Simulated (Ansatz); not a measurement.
A run of Ansatz 0.2.0:

File input.yaml:

```yaml
crystal:
  lattice:
    - [3.5182, 0.0, 0.0]
    - [-1.7591, 3.0468505756, 0.0]
    - [0.0, 0.0, 13.9736]
  atoms:
    - { symbol: Te, position: [0.6666666667, 0.3333333333, 0.379] }
    - { symbol: Te, position: [0.3333333333, 0.6666666667, 0.879] }
    - { symbol: Te, position: [0.6666666667, 0.3333333333, 0.121] }
    - { symbol: Te, position: [0.3333333333, 0.6666666667, 0.621] }
    - { symbol: Mo, position: [0.6666666667, 0.3333333333, 0.75] }
    - { symbol: Mo, position: [0.3333333333, 0.6666666667, 0.25] }
hamiltonian:
  xc: revpbe
  pseudopotentials: { kind: paw }
  dispersion: d4
kpoints:
  mp_grid: { grid: [7, 7, 2] }
scf:
  occupations: { method: fermi_dirac, width: 0.05 }
output:
  forces: true
  stress: true
  eigenvalues: true
  write_density: true
  write_potential: true
  elf: true
  volumetric_format: npy
relax:
  f_tol: 0.01
  max_steps: 40
  cell: { stress_tol: 0.05 }
```

Potentials or basis: Ansatz PAW.

Run with:

```console
$ ansatz run input.yaml --threads 2 --pin off --max-ram 5632MiB --backend cpu --events-out ev --progress --plain --runs-dir out
```

Hardware: 2 threads of Arm Neoverse V2, with other jobs on the host.

**Question.** Estimate the wall time of this run.

**Answer.** Run time: 27 s on 2 threads of Arm Neoverse V2 (shared host), peak memory 0.48 GiB. Counts: scf iterations 42, plane waves 2775, k points 16, bands 56, ion steps 6.
